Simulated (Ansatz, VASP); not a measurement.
**One calculation of Ba, two programs**

```xyz
1
Lattice="-0.1745 3.1723 3.1723 2.9979 0.0000 2.9979 3.1723 3.1723 -0.1745" Properties=species:S:1:pos:R:3 pbc="T T T"
Ba    0.0000    0.0000    0.0000
```

Change from the starting cell: engineering shear strain xz -0.1100, engineering shear strain yz +0.0000.

Alike in both runs: task single point; functional PBE; k mesh 12 × 12 × 12; occupations gaussian, width 0.15 eV; no spin polarisation.

```csv
,VASP,Ansatz
version,VASP 6.6.1,Ansatz 0.2.0
potentials or method,"VASP PAW PBE potentials, release 64 (Ba_sv)","scalar-relativistic, plane waves, PAW"
plane-wave cutoff (eV),520,420
valence electrons in the cell,10,10
```

|  | VASP | Ansatz | Ansatz less VASP |
| --- | --- | --- | --- |
| gap on the k mesh at the Fermi level (eV) | none | none | - |
| pressure (GPa) | 0.1 | 0.1 | -0.05 |
| largest component of the traceless stress (GPa) | 1.05 | 1.04 | -0.003 |

A gap of «none» marks a metal or a gap that the smearing closes.

Spin-orbit coupling is left out, which matters for the levels of Ba.
